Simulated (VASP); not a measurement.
## VASP 6.6.1, r²SCAN single-point calculation, ZnSe (strained zincblende)

INCAR

```
ISIF = 2
NELM = 120
NSW = 0
ALGO = Normal
METAGGA = R2SCAN
LASPH = .TRUE.
SIGMA = 0.01
IBRION = -1
PREC = Accurate
LREAL = .FALSE.
EDIFF = 1E-7
NBANDS = 16
ENCUT = 520
LCHARG = .FALSE.
LWAVE = .FALSE.
ISMEAR = 0
```

KPOINTS

```
KPOINTS created by Atomic Simulation Environment
0
Gamma
8 8 8
0 0 0
```

KPOINTS_OPT

```
special points
6
Reciprocal
0.0000000000 0.0000000000 0.0000000000 1
-0.5000000000 -0.5000000000 0.0000000000 1
-0.3750000000 -0.3750000000 0.2500000000 1
-0.3750000000 0.0000000000 0.3750000000 1
0.0000000000 0.0000000000 0.5000000000 1
-0.5000000000 -0.2500000000 0.2500000000 1
```

POSCAR

```
Zn Se
 1.0000000000000000
     0.0000000000000000    2.8324206844000002    2.8040964774999999
     2.8324206844000002    0.0000000000000000    2.8040964774999999
     2.8324206844000002    2.8324206844000002    0.0000000000000000
 Zn  Se
   1   1
Cartesian
  0.0000000000000000  0.0000000000000000  0.0000000000000000
  1.4162103421999999  1.4162103421999999  1.4020482387499997
```

VASP ran with the recommended PBE PAW datasets (18 valence electrons in the cell).

Command

```
mpirun -np 1 vasp_std
```

From OUTCAR

```
k-points           NKPTS =     59   k-points in BZ     NKDIM =     59   number of bands    NBANDS=     16

   NELECT =      18.0000    total number of electrons

   dimension x,y,z NGX =    30 NGY =   30 NGZ =   30
   dimension x,y,z NGXF=    60 NGYF=   60 NGZF=   60

  energy-cutoff  :      520.00
  volume of cell :       44.99
      direct lattice vectors                 reciprocal lattice vectors
     0.000000000  2.832420684  2.804096477    -0.176527450  0.176527450  0.178310555
     2.832420684  0.000000000  2.804096477     0.176527450 -0.176527450  0.178310555
     2.832420684  2.832420684  0.000000000     0.176527450  0.176527450 -0.178310555

 k-points in reciprocal lattice and weights: KPOINTS created by Atomic Simulation Env
   0.00000000  0.00000000  0.00000000       0.002
   0.12500000 -0.00000000  0.00000000       0.016
   0.25000000 -0.00000000  0.00000000       0.016
   0.37500000 -0.00000000  0.00000000       0.016
   0.50000000 -0.00000000  0.00000000       0.008
   0.12500000  0.12500000  0.00000000       0.004
   0.25000000  0.12500000  0.00000000       0.016
   0.37500000  0.12500000  0.00000000       0.016
   ...

 E-fermi :   1.5336

 k-point     1 :       0.0000    0.0000    0.0000
  band No.  band energies     occupation
      1     -12.3925      2.00000
      2      -5.3391      2.00000
      3      -5.3391      2.00000
      4      -5.3345      2.00000
      5      -4.9197      2.00000
      6      -4.9178      2.00000
      7       1.3856      2.00000
      8       1.3856      2.00000
      9       1.4231      2.00000
     10       3.3151      0.00000
     11       7.7063      0.00000
     12       7.7119      0.00000
     13       7.7120      0.00000
     14      12.0396      0.00000
     15      13.3573      0.00000
     16      13.5388      0.00000

 k-point     2 :       0.1250   -0.0000    0.0000
  band No.  band energies     occupation
      1     -12.2861      2.00000
      2      -5.3295      2.00000
      3      -5.3221      2.00000
      4      -5.3182      2.00000
      5      -4.9208      2.00000
      6      -4.9194      2.00000
      7       0.1370      2.00000
      8       1.2260      2.00000
      9       1.2574      2.00000
     10       4.2350      0.00000
     11       7.6488      0.00000
     12       7.9733      0.00000
     13       7.9781      0.00000
     14      12.5821      0.00000
     15      12.7049      0.00000
     16      12.9375      0.00000

 k-point     3 :       0.2500   -0.0000    0.0000
  band No.  band energies     occupation
      1     -12.0095      2.00000
      2      -5.2843      2.00000
      3      -5.2804      2.00000
      4      -5.2672      2.00000
      5      -4.9188      2.00000
      6      -4.9187      2.00000
      7      -1.6666      2.00000
      8       0.8833      2.00000
      9       0.9278      2.00000
     10       4.7046      0.00000
     11       8.3366      0.00000
     12       8.3634      0.00000
     13       8.5363      0.00000
     14      12.3968      0.00000
     15      12.4287      0.00000
     16      12.7628      0.00000

 k-point     4 :       0.3750   -0.0000    0.0000
  band No.  band energies     occupation
      1     -11.6986      2.00000
      2      -5.2532      2.00000
      3      -5.2475      2.00000
      4      -5.0581      2.00000
      5      -4.9092      2.00000
      6      -4.9073      2.00000
      7      -3.1888      2.00000
      8       0.5831      2.00000
      9       0.6389      2.00000
     10       4.5631      0.00000
     11       8.3057      0.00000
     12       8.3813      0.00000
     13      10.0096      0.00000
     14      12.5146      0.00000
     15      13.6051      0.00000
     16      13.6422      0.00000

 k-point     5 :       0.5000   -0.0000    0.0000
  band No.  band energies     occupation
      1     -11.5570      2.00000
      2      -5.2429      2.00000
      3      -5.2365      2.00000
      4      -4.9023      2.00000
      5      -4.8992      2.00000
      6      -4.7592      2.00000
      7      -3.9806      2.00000
      8       0.4678      2.00000
      9       0.5281      2.00000
     10       4.4714      0.00000
     11       8.2191      0.00000
     12       8.3041      0.00000
     13      10.5068      0.00000
     14      13.1641      0.00000
     15      15.2132      0.00000
     16      15.3095      0.00000

 k-point     6 :       0.1250    0.1250    0.0000
  band No.  band energies     occupation
      1     -12.2488      2.00000
      2      -5.3421      2.00000
      3      -5.3070      2.00000
      4      -5.3070      2.00000
      5      -4.9294      2.00000
      6      -4.9118      2.00000
      7       0.1826      2.00000
      8       0.9443      2.00000
      9       0.9443      2.00000
     10       4.6749      0.00000
     11       6.9145      0.00000
     12       8.4075      0.00000
     13       8.4076      0.00000
     14      11.4746      0.00000
     15      13.4304      0.00000
     16      13.5933      0.00000

 k-point     7 :       0.2500    0.1250    0.0000
  band No.  band energies     occupation
      1     -12.0269      2.00000
      2      -5.3225      2.00000
      3      -5.2671      2.00000
      4      -5.2620      2.00000
      5      -4.9351      2.00000
      6      -4.9047      2.00000
      7      -1.1880      2.00000
      8       0.5446      2.00000
      9       0.6358      2.00000
     10       5.3814      0.00000
     11       6.8483      0.00000
     12       8.8618      0.00000
     13       8.9985      0.00000
     14      11.1259      0.00000
     15      13.5102      0.00000
     16      14.2243      0.00000

 k-point     8 :       0.3750    0.1250    0.0000
  band No.  band energies     occupation
      1     -11.7226      2.00000
      2      -5.2622      2.00000
      3      -5.2310      2.00000
      4      -5.1442      2.00000
      5      -4.9158      2.00000
      6      -4.8966      2.00000
      7      -2.6928      2.00000
      8       0.2085      2.00000
      9       0.2640      2.00000
     10       5.3396      0.00000
     11       7.6436      0.00000
     12       9.0583      0.00000
     13       9.0975      0.00000
     14      12.3932      0.00000
     15      13.8595      0.00000
     16      14.4013      0.00000

 k-point     9 :       0.5000    0.1250    0.0000
  band No.  band energies     occupation
      1     -11.5182      2.00000
      2      -5.2350      2.00000
      3      -5.2178      2.00000
      4      -4.9516      2.00000
      5      -4.8971      2.00000
      6      -4.7778      2.00000
      7      -3.7409      2.00000
      8      -0.1514      2.00000
      9       0.2266      2.00000
     10       5.2333      0.00000
     11       7.7516      0.00000
     12       8.7974      0.00000
     13      10.4061      0.00000
     14      13.0296      0.00000
     15      14.6872      0.00000
     16      15.3068      0.00000

 k-point    10 :      -0.3750    0.1250    0.0000
  band No.  band energies     occupation
      1     -11.5679      2.00000
      2      -5.2317      2.00000
      3      -5.2284      2.00000
      4      -4.9631      2.00000
      5      -4.9142      2.00000
      6      -4.8636      2.00000
      7      -3.4685      2.00000
      8      -0.2767      2.00000
      9       0.4450      2.00000
     10       5.2922      0.00000
     11       7.9102      0.00000
     12       8.6329      0.00000
     13      10.2493      0.00000
     14      13.1801      0.00000
     15      13.4221      0.00000
     16      15.1893      0.00000

 k-point    11 :      -0.2500    0.1250    0.0000
  band No.  band energies     occupation
      1     -11.8315      2.00000
      2      -5.2610      2.00000
      3      -5.2495      2.00000
      4      -5.2033      2.00000
      5      -4.9308      2.00000
      6      -4.9008      2.00000
      7      -2.2205      2.00000
      8      -0.0818      2.00000
      9       0.8251      2.00000
     10       5.4253      0.00000
     11       8.1171      0.00000
     12       8.5107      0.00000
     13       8.7945      0.00000
     14      11.6736      0.00000
     15      13.4489      0.00000
     16      14.5631      0.00000

 k-point    12 :      -0.1250    0.1250    0.0000
  band No.  band energies     occupation
      1     -12.1236      2.00000
      2      -5.3116      2.00000
      3      -5.3015      2.00000
      4      -5.2812      2.00000
      5      -4.9307      2.00000
      6      -4.9114      2.00000
      7      -0.8050      2.00000
      8       0.5092      2.00000
      9       1.1678      2.00000
     10       5.0497      0.00000
     11       7.4867      0.00000
     12       8.1359      0.00000
     13       8.6394      0.00000
     14      11.5777      0.00000
     15      12.6569      0.00000
     16      14.1195      0.00000

 ...

  Total        0.1834970      0.1834970      0.2935834      0.0000000     -0.0000000      0.0000000
  in kB        6.5343292      6.5343292     10.4545097      0.0000000     -0.0000000      0.0000000
  external PRESSURE =       7.8410560 kB  Pullay stress =       0.0000000 kB

 POSITION                                       TOTAL-FORCE (eV/Angst)
 -----------------------------------------------------------------------------------
      0.00000      0.00000      0.00000         0.000000      0.000000      0.000000
      1.41621      1.41621      1.40205        -0.000000     -0.000000     -0.000000
 -----------------------------------------------------------------------------------
    total drift:                                0.000021      0.000021      0.000031

  FREE ENERGIE OF THE ION-ELECTRON SYSTEM (eV)
  ---------------------------------------------------
  free  energy   TOTEN  =       -24.9077271727 eV

  energy  without entropy=      -24.9077271727  energy(sigma->0) =      -24.90772717
```

```yaml
gap_between_bands_v_and_c: 1.89 eV
least_direct_gap: 1.89 eV
pressure: 0.8 GPa
```

Band v is the last that the valence electrons fill when counted band by band, and c is the next.

The run took about 2.5 min on one core of a shared host (Intel Xeon Platinum 8488C) and held 0.21 GiB at most.
